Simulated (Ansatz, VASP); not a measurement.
PbS (Galena): VASP beside Ansatz

```
CELL_PARAMETERS angstrom
0.00000 2.96575 2.96575
2.96575 0.00000 2.96575
2.96575 2.96575 0.00000
ATOMIC_POSITIONS crystal
Pb 0.00843 0.00843 0.99157
S 0.50000 0.50000 0.50000
```

Alike in both runs: task single point; functional PBE; k mesh 6 × 6 × 6; no spin polarisation.

```csv
,VASP,Ansatz
version,VASP 6.6.1,Ansatz 0.2.0
potentials or method,"VASP PAW PBE potentials, release 64 (Pb_d, S)","plane waves, PAW"
plane-wave cutoff (eV),520,420
occupations,"fermi-dirac, width 0.1 eV",fermi-dirac
valence electrons in the cell,20,20
```

Ansatz gave:

| Quantity | Value |
| --- | --- |
| rms of the force components (eV/Å) | 0.013 |

Question: What did VASP give for the same quantities?

Answer: rms of the force components (eV/Å): 0.014.

Atom by atom the forces differ by 0.000 eV/Å (rms over components).
